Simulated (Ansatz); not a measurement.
The system is HfN.

```
Hf N
1.0
     0.00000    2.25600    2.25600
     2.25600    0.00000    2.25600
     2.25600    2.25600    0.00000
Hf N
1 1
Cartesian
  0.0000 0.0000 0.0000
  2.2560 2.2560 2.2560
```

A run of Ansatz 0.2.0 on this cell left the log below. Logs are shortened: lines on timing, memory, paths and dates and some standing lists are left out, and cuts for length are marked.

```text
Warning: RAYON_NUM_THREADS=2 ignored (pool sized by the plan → 2); use --threads N
Engine: ansatz 0.2.0, aarch64-unknown-linux-gnu
Pseudopotentials: kind: paw
Pseudopotential: Hf, paw, valence charge 26, recommended cutoff 420 eV (normal), Hf.paw.azcp
Pseudopotential: N, paw, valence charge 5, recommended cutoff 420 eV (normal), N.paw.azcp
Functional definition: PBE
  parameter kappa = 0.804
  parameter beta = 0.06672455060314922
  exchange = pbe_x(kappa = kappa, mu = beta*pi^2/3)
  correlation = pbe_c(beta = beta)
Crystal: 2 atoms, lattice volume = 22.964 Å³
Basis set: ecut = 420 eV, 459 PW (Γ), exchange–correlation on 48×48×48 points (8 copies of the dense FFT grid, shifted against one another)
Bands: 20, of which v1, the nominal top of the filled ones, is band 16 counted from 1 (15 counted from 0)
Symmetry: 48 space group operations
Space group: Fm-3m (ITA 225), of the structure as read, at distance tolerance 2.8e-5 Å
k-points: 47 of 1000
Non-local potential: Hf, projectors of the file, l = 0: 3, l = 1: 2, l = 2: 2, l = 3: 3
Non-local potential: N, projectors of the file, l = 0: 2, l = 1: 2, l = 2: 1
PAW form: soft (Blöchl's): semilocal exchange-correlation on the pseudo side does not see the compensation charge
PAW one-centre angular grid: Hf, 590 points (default); XC on 64 Gauss nodes
PAW one-centre angular grid: N, 110 points (default); XC on 64 Gauss nodes
Initial density: superposition of atomic densities (neutral atoms: chi_scale 0, normalization atom), corrected by the library's trained network
Initial wavefunctions: pseudopotential atomic-orbital guess
Functional: x = pbe(κ = 0.804, μ = 0.2195149727645171), c = pbe(β = 0.06672455060314922)
SCF iter   1: F=—  HF=-16108.671888 eV  |F-HF|=—  |Δ(HF+E_count)|=         —  Δρ=4.97e-3  dr2=6.87e-3  ethr=1.77e-3  ⟨swp⟩=5.4  Hψ=3963  notcnv=0
preconditioner: auto → none  [insulator: Δε(μ)=0.057 eV  Ē_g=19.047 eV  σ=0.015 eV  W_gap=0.83  n_scr=14 (ndim 8)  ℏωp=41.7 eV  f_vac=0.000  D(μ)=0.57/eV (n_scr^D=0)  ε∞_Penn≈5.8]
SCF iter   2: F=—  HF=-16108.670116 eV  |F-HF|=—  |Δ(HF+E_count)|=   1.77e-3  Δρ=1.43e-3  dr2=5.27e-4  ethr=2.22e-5  ⟨swp⟩=2.4  Hψ=1666  notcnv=0  defer=21
SCF iter   3: F=—  HF=-16108.669967 eV  |F-HF|=—  |Δ(HF+E_count)|=   1.49e-4  Δρ=3.42e-4  dr2=1.35e-5  ethr=1.70e-6  ⟨swp⟩=2.0  Hψ=1123  notcnv=0  defer=21
SCF iter   4: F=—  HF=-16108.669952 eV  |F-HF|=—  |Δ(HF+E_count)|=   1.49e-5  Δρ=6.49e-5  dr2=7.03e-7  ethr=4.34e-8  ⟨swp⟩=2.1  Hψ=1678  notcnv=0  defer=21
SCF iter   5: F=—  HF=-16108.669952 eV  |F-HF|=—  |Δ(HF+E_count)|=   3.21e-7  Δρ=1.04e-5  dr2=1.01e-8  ethr=2.27e-9  ⟨swp⟩=2.2  Hψ=1674  notcnv=0  defer=21
SCF iter   6: F=-16108.669952 eV  HF=-16108.669952 eV  |F-HF|=7.75e-9  |Δ(HF+E_count)|=   7.62e-8  Δρ=3.77e-6  dr2=1.97e-9  ethr=3.26e-11  ⟨swp⟩=10.1  Hψ=6316  notcnv=0
SCF 1 converged in 6 iterations: F = -16108.669952 eV  dr2 = 1.97e-9
  greatest PAW one-centre occupation: 0.998 electrons in one spin orbital (limit 2), on the Hf atom at site 0 (counted from 0), in its partial waves of l = 0
SCF converged after 6 iterations
Free energy (F): -16108.669952 eV
Harris-Foulkes:  -16108.669952 eV  (|F-HF|=7.75e-9)
Internal energy: -16108.669887 eV  (E = F + TS)
E sigma→0 (E₀):  -16108.669919 eV
Entropy (-TS):   -0.000065 eV (-0.032 meV/atom)
Fermi energy:    24.042310 eV
--- Per-component energies (eV) ---
  E_band       = 185.538272
  E_kinetic    = 557.657097
  E_local      = -4708.216844  (includes V_loc(G=0)·N_el)
  E_nonlocal   = -1198.340856
  E_hartree    = 2237.776031
  E_xc         = -361.949763
  E_vxc        = -345.256890  (∫ρ·V_xc dr)
  E_paw        = -7054.905072  (= ΣΔE_a)
  E_vpaw       = 1404.139699  (= ΣTr[D̂ρ^β])
  E_aug_tail   = 0.000095  (compensation charges beyond the density's cutoff)
  E_ewald      = -5580.690577
  E_smearing   = -0.000065  (= −TS)
  E_closure    = -0.000000  (closes the sum)
  Σ components = -16108.669952   (vs F -16108.669952, Δ=0.00e0)
--- Forces (eV/Å), atoms counted from 1 ---
  atom   1  Hf    -0.00000000     0.00000000    -0.00000000
  atom   2  N      0.00000000    -0.00000000     0.00000000
  max |Σ_I F_I| component: 1.49e-29 eV/Å
--- Stress (GPa, compression-positive) ---
        6.591458       0.000000      -0.000000
        0.000000       6.591458       0.000000
        0.000000       0.000000       6.591458
  P = ⅓ Tr σ = 6.5915 GPa (65.915 kbar)
--- Band table (eV; the first three rows and the last of 47) ---
  k-point 0: bands = ["-38.7336", "-7.1368", "-7.1368", "-7.1368", "6.4340", "11.3289", "11.3289", "11.3289", "11.3626", "11.4637", "11.4637", "11.4637", "21.0357", "21.0357", "21.0357", "23.6233", "23.6233", "23.6233", "25.7846", "25.9557"]
  k-point 1: bands = ["-38.7277", "-7.2389", "-7.1452", "-7.1452", "6.6584", "11.3314", "11.3374", "11.3374", "11.3677", "11.4565", "11.4565", "11.4640", "20.1050", "20.4744", "20.4744", "23.8662", "23.9552", "23.9552", "26.4850", "26.6990"]
  k-point 2: bands = ["-38.7121", "-7.4962", "-7.1670", "-7.1670", "7.2558", "11.3464", "11.3604", "11.3604", "11.3824", "11.4390", "11.4390", "11.4647", "18.4237", "19.4494", "19.4494", "24.2673", "24.7779", "24.7779", "27.9308", "28.3686"]
  k-point 46: bands = ["-38.6505", "-7.7765", "-7.6244", "-7.4850", "8.0292", "11.3810", "11.3900", "11.3945", "11.4160", "11.4179", "11.4415", "11.4741", "18.0353", "18.4459", "18.6037", "23.9606", "26.3086", "29.4005", "29.5468", "30.3045"]
```

What input gives this log?

Single point with PBE, no spin polarisation. The files as run (others can give the same):

input.yaml
```yaml
crystal:
  lattice:
    - [0.0, 2.256, 2.256]
    - [2.256, 0.0, 2.256]
    - [2.256, 2.256, 0.0]
  atoms:
    - { symbol: Hf, position: [0.0, 0.0, 0.0] }
    - { symbol: "N", position: [0.5, 0.5, 0.5] }
hamiltonian:
  xc: pbe
  pseudopotentials: { kind: paw }
kpoints:
  mp_grid: { grid: [10, 10, 10] }
scf:
  occupations: { method: gaussian, width: 0.015 }
output:
  forces: true
  stress: true
  eigenvalues: true
  write_density: true
  write_potential: true
  elf: true
  volumetric_format: npy
```

Potentials or basis: Ansatz PAW.
Launch:
```console
$ ansatz run input.yaml --threads 2 --pin off --max-ram 5632MiB --backend cpu --events-out ev --progress --plain --runs-dir out
```

Caveat: the pressure holds a Pulay correction of +0.5 GPa for the finite cutoff.
